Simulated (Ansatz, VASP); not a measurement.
Sn: VASP beside Ansatz

INCAR

```
ALGO = Normal
EDIFF = 1E-6
ENCUT = 520
GGA = PE
ISIF = 2
ISMEAR = -1
LASPH = True
LCHARG = True
LELF = True
LREAL = False
LVHAR = True
LWAVE = False
NBANDS = 13
NELM = 60
PREC = Accurate
SIGMA = 0.08
```

Contents of KPOINTS:

```
k-points
0
Gamma
  12 12 12
```

The input POSCAR:

```
Sn
1.0
    3.0054500072      0.0000000000      0.0000000000
    0.0000000000      3.0054500072      0.0000000000
    0.0000000000      0.0000000000      3.0054500072
Sn
1
Direct
    0.0000000000      0.0000000000      0.0000000000
```

Input for Ansatz:

```yaml
crystal:
  lattice:
    - [3.0054500072, 0.0, 0.0]
    - [0.0, 3.0054500072, 0.0]
    - [0.0, 0.0, 3.0054500072]
  atoms:
    - { symbol: Sn, position: [0.0, 0.0, 0.0] }
kpoints:
  mp_grid: { grid: [12, 12, 12] }
scf:
  occupations: { method: fermi_dirac, width: 0.08 }
hamiltonian:
  xc: pbe
  pseudopotentials: { kind: all_electron, lapw: { basis_error: 0.001 } }
output:
  forces: true
  stress: true
  eigenvalues: true
  populations: true
```

Change from the starting cell: volume scaled by 0.92, LAPW.

Alike in both runs: task single point; functional PBE; k mesh 12 × 12 × 12; occupations fermi-dirac, width 0.08 eV; no spin polarisation.

|  | VASP | Ansatz |
| --- | --- | --- |
| version | VASP 6.6.1 | Ansatz 0.2.0 |
| potentials or method | VASP PAW PBE potentials, release 64 (Sn_d) | all-electron LAPW, scalar-relativistic |
| plane-wave cutoff (eV) | 520 | see its input |

```tsv
	VASP	Ansatz	Ansatz less VASP
pressure (GPa)	4.6	4.7	+0.09
```

Ansatz ran all-electron here, so the differences hold the error of VASP's frozen core and of both bases.
